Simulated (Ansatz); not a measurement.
**ZnS: a trigonal deformation path**

The task here is to estimate one member of a computed series from the others.

Program: Ansatz 0.2.0. Level of theory: DFT r2SCAN, scalar-relativistic, plane waves, PAW. These are calculated values, not measurements.

### Starting point

The structure is cubic, space group F-43m (No. 216). The conventional cell has a = 5.409 Å, b = 5.409 Å, c = 5.409 Å, α = 90.00°, β = 90.00°, γ = 90.00°. Zn (site symmetry -43m) has 4 S at 2.34 Å as nearest neighbours. Around S (site symmetry -43m) lie 4 Zn at 2.34 Å.

Structure file:

```cif
data_structure
_symmetry_space_group_name_H-M 'F-43m'
_symmetry_Int_Tables_number 216
_cell_length_a 5.4093
_cell_length_b 5.4093
_cell_length_c 5.4093
_cell_angle_alpha 90.000
_cell_angle_beta 90.000
_cell_angle_gamma 90.000
_cell_volume 158.28
loop_
_atom_site_label
_atom_site_type_symbol
_atom_site_symmetry_multiplicity
_atom_site_Wyckoff_symbol
_atom_site_fract_x
_atom_site_fract_y
_atom_site_fract_z
_atom_site_occupancy
Zn1 Zn 4 a 0.00000 0.00000 0.00000 1
S1 S 4 c 0.25000 0.25000 0.25000 1
```

The cell is taken as given, not relaxed at this level.

### The reference cell

The reference gives a free energy of -4233.4491 eV, pressure -0.86 GPa, largest force 0.000 eV/Å and gap on the mesh 2.65 eV. It was computed beforehand with the settings of the runs below.

The first run:

At fixed volume and fractional coordinates, lengths along (0.577, 0.577, 0.577) are scaled against those across it; ρ is that ratio over its starting value.

input.yaml

```yaml
crystal:
  lattice:
    - [-1.1358818225, 2.2717636451, 2.2717636451]
    - [2.2717636451, -1.1358818225, 2.2717636451]
    - [2.2717636451, 2.2717636451, -1.1358818225]
  atoms:
    - { symbol: Zn, position: [0.0, 0.0, 0.0] }
    - { symbol: S, position: [0.75, 0.75, 0.75] }
basis:
  ecutwfc: 500
kpoints:
  mp_grid: { grid: [8, 8, 8] }
hamiltonian:
  xc: r2scan
scf:
  occupations: { method: gaussian, width: 0.05 }
output:
  forces: true
  stress: true
  eigenvalues: true
```

Launch:

```
$ ansatz run input.yaml --threads 1 --pin off --max-ram 2560MiB --backend cpu --events-out ev --progress --plain --runs-dir out
```

Among the steps run: Point ρ = 0.500; At ρ = 2.000; At ρ = 0.710; Point ρ = 1.410; At ρ = 0.600; Point ρ = 0.850; Point ρ = 1.200; Point ρ = 1.700; Point ρ = 0.930; Point ρ = 1.080.

One of the session's tables, all rows but one given; the rest of the session is left out.

```
    ρ  ΔE (meV/atom)  pressure (GPa)  gap on the mesh (eV)
0.500         5521.4            88.3                  0.79
0.600         2479.4            44.2                  1.23
0.710          938.6            17.7                  1.91
0.850              ?               ?                     ?
0.930           32.3            -0.2                  2.45
1.000            0.0            -0.9                  2.65
1.080           31.8            -0.2                  2.43
1.200          163.4             2.7                  1.74
1.410          515.8            10.1                  0.21
1.700         1059.9            18.8                  0.00
2.000         1499.7            23.6                  0.00
```

Estimate the missing values for ρ = 0.850.

Worked estimate for «ΔE (meV/atom)». A straight line through the neighbours (0.710, 938.6) and (0.930, 32.3) gives 938.6 + (32.3 − 938.6) × (0.850 − 0.710) / (0.930 − 0.710) = 361.9; a parabola fitted to 4 rows on both sides gives 50.5.

**Answer.** ΔE (meV/atom): 176.6; pressure (GPa): 2.9; gap on the mesh (eV): 2.21. In «ΔE (meV/atom)» the line misses by +185.3 and the parabola by -126.1.

Where the gap reads zero, the mesh chosen for the insulator is on the coarse side.

Caveats from the session: Spin polarisation is off in the runs that give these values; a magnetic solution could lie lower.
